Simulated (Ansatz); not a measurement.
CsCl (CsCl type)

```yaml
crystal:
  lattice:
    - [4.20527, 0.00000, 0.00000]
    - [0.00000, 4.20527, 0.00000]
    - [0.00000, 0.00000, 4.20527]
  atoms:
    - { symbol: Cs, position: [0.00000, 0.00000, 0.00000] }
    - { symbol: Cl, position: [0.50000, 0.50000, 0.50000] }
```

In this cell atom 1 (Cs, nearest neighbour Cl at 3.642 Å; its periodic images, 4.2 Å or more away, move with it) is moved by s along Cartesian z, unit vector (0.000, 0.000, 1.000); all other atoms and the cell stay fixed.

Method: PBE (plane waves to 420 eV, PAW, scalar-relativistic; Ansatz, a program for electronic structure). k mesh 6×6×6 (Γ-centred), Fermi-Dirac smearing 0.05 eV. E stands for the smeared free energy. CsCl was relaxed with its symmetry unable to fall. ΔE is measured from the undisplaced structure.

```tsv
s (Å)	ΔE (meV/cell)
-0.360	38.0
-0.288	24.0
-0.216	13.4
-0.144	5.9
-0.072	1.5
0.000	0.0
0.072	1.5
0.144	5.9
0.216	13.4
0.288	24.0
0.360	38.0
```

**Question.** What force constant k = d²E/ds² at s = 0 does the table give?

**Answer.** 0.6 eV/Å². It is the second difference of the nearest points, corrected with the next pair.

**Question.** With k = 0.56 eV/Å² from the forces, is the well harmonic out to s = 0.360 Å?

**Answer.** ½ks² = 36.6 meV/cell against the computed 38.0 meV/cell, so the well is close to harmonic there.

(For displaced atoms, the force is minus the slope of the energy, and its curvature is a force constant, which sets phonon frequencies.)
